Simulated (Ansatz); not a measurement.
The crystal of AlRu (Pm-3m), relaxed at this level, has 13.56 Å³/atom and no gap on the mesh:

```
CELL_PARAMETERS angstrom
3.00408 0.00000 0.00000
0.00000 3.00408 0.00000
0.00000 0.00000 3.00408
ATOMIC_POSITIONS crystal
Al 0.00000 0.00000 0.00000
Ru 0.50000 0.50000 0.50000
```

Cells of 8 atoms of this composition were thrown in at random at the volumes given and pushed apart as soft spheres, like charges further apart, which can already order a small cell. Each cell was relaxed without symmetry on coarser meshes and computed once more; the crystal stands on its own mesh of 14×14×14. Computed with Ansatz 0.2.0, DFT PBE, scalar-relativistic, plane waves, PAW.

Settings: cutoff 420 eV, Γ-centred mesh 7×8×6 on the computed 8-atom cell, Gaussian smearing of 0.10 eV; no spin polarisation. Other cells take the settings in the table.

The relaxation ran on 3×3×3 k points with a smearing of 0.1 eV.

Where do the relaxations end?

One draw a row:

```
start V/V(crystal) E − E(crystal) (meV/atom) final V/V(crystal) gap on mesh (eV) space group at 0.1 Å  k mesh P (GPa) largest force (eV/Å)
              1.00                        276               1.040              0.00                    Pm   7×8×6     -0.2                  0.15
              1.08                        171               1.031              0.00                P2_1/m   7×8×6     -0.1                  0.12
              1.16                        318               1.057              0.00                    R3   7×7×7      0.1                  0.16
```

Cost: 6 runs of about 15 core-minutes in all (earlier runs that led there not counted), on Intel Xeon Processor @ 2.50GHz (Skylake/Cascade Lake) (shared hosts).